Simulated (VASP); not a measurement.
A VASP 6.6.1 relaxation on WSe$_{2}$

INCAR

```
EDIFFG = -5E-3
NELM = 120
ISIF = 3
LWAVE = .FALSE.
NBANDS = 20
LREAL = .FALSE.
LCHARG = .FALSE.
ENCUT = 400
NSW = 40
EDIFF = 1E-7
PREC = Normal
SIGMA = 0.02
LASPH = .TRUE.
GGA = CA
IBRION = 2
ISMEAR = -1
ISYM = 1
```

KPOINTS

```
KPOINTS created by Atomic Simulation Environment
0
Gamma
6 6 6
0 0 0
```

POSCAR

```
W  Se
 1.0000000000000000
    -0.0000000000000000    3.1058615539563106    3.1058615539563106
     3.1058615539563106   -0.0000000000000000    3.1058615539563106
     3.1058615539563106    3.1058615539563106   -0.0000000000000000
 W   Se
   1   2
Cartesian
 -0.0000000000000000  0.0000000000000000 -0.0000000000000000
  1.5529307769781551  1.5529307769781551  1.5529307769781551
  4.6587923309344648  4.6587923309344648  4.6587923309344648
```

The recommended LDA PAW datasets give the neutral cell 26 valence electrons.

Command

```
mpirun -np 1 vasp_std
```

Predict the outcome of this run.

It converged. Results: relaxed cell vector lengths 4.314, 4.314, 4.314 Å; relaxed cell volume 56.76 Å³.

OSZICAR

```
N       E                     dE             d eps       ncg     rms          rms(c)
DAV:   1     0.164239308910E+03    0.16424E+03   -0.10966E+04   648   0.105E+03
DAV:   2    -0.142749153690E+02   -0.17851E+03   -0.17340E+03   768   0.292E+02
DAV:   3    -0.227515397953E+02   -0.84766E+01   -0.81566E+01   796   0.586E+01
DAV:   4    -0.228634589574E+02   -0.11192E+00   -0.11158E+00   728   0.721E+00
DAV:   5    -0.228645819977E+02   -0.11230E-02   -0.11228E-02   788   0.744E-01    0.156E+01
DAV:   6    -0.222369020293E+02    0.62768E+00   -0.10394E+01   684   0.149E+01    0.560E+00
DAV:   7    -0.219647487285E+02    0.27215E+00   -0.37046E+00   692   0.747E+00    0.505E+00
DAV:   8    -0.218938685717E+02    0.70880E-01   -0.29055E-01   704   0.313E+00    0.377E-01
DAV:   9    -0.218929060754E+02    0.96250E-03   -0.62943E-03   716   0.532E-01    0.209E-01
DAV:  10    -0.218927583784E+02    0.14770E-03   -0.14343E-03   764   0.268E-01    0.722E-02
...
DAV:  11    -0.219644863630E+02    0.16680E-07   -0.12112E-07   460   0.258E-03
   3 F= -.21964486E+02 E0= -.21960130E+02  d E =-.717623E-01
       N       E                     dE             d eps       ncg     rms          rms(c)
DAV:   1    -0.219647364925E+02   -0.25011E-03   -0.48821E-03   688   0.675E-01    0.152E-01
DAV:   2    -0.219645813205E+02    0.15517E-03   -0.12062E-03   684   0.230E-01    0.457E-02
DAV:   3    -0.219645201227E+02    0.61198E-04   -0.24378E-04   708   0.646E-02    0.231E-02
DAV:   4    -0.219645058719E+02    0.14251E-04   -0.49045E-05   692   0.552E-02    0.148E-02
DAV:   5    -0.219645059416E+02   -0.69763E-07   -0.12824E-06   728   0.968E-03    0.484E-03
DAV:   6    -0.219645058858E+02    0.55818E-07   -0.23754E-07   516   0.306E-03
   4 F= -.21964506E+02 E0= -.21960126E+02  d E =-.717818E-01
```

| ionic step | ΔE (meV/atom) | volume (Å³) | largest force (eV/Å) | pressure (GPa) | electronic steps |
| --- | --- | --- | --- | --- | --- |
| 1 | 0.0 | 59.92 | 0.000 | -6.96 | 13 |
| 2 | 23.5 | 52.71 | 0.000 | 11.83 | 11 |
| 3 | -23.9 | 56.82 | 0.000 | -0.13 | 11 |
| 4 | -23.9 | 56.76 | 0.000 | 0.02 | 6 |

For comparison, a separate LDA relaxation on usual settings, not on those above, ends at 56.77 Å³.
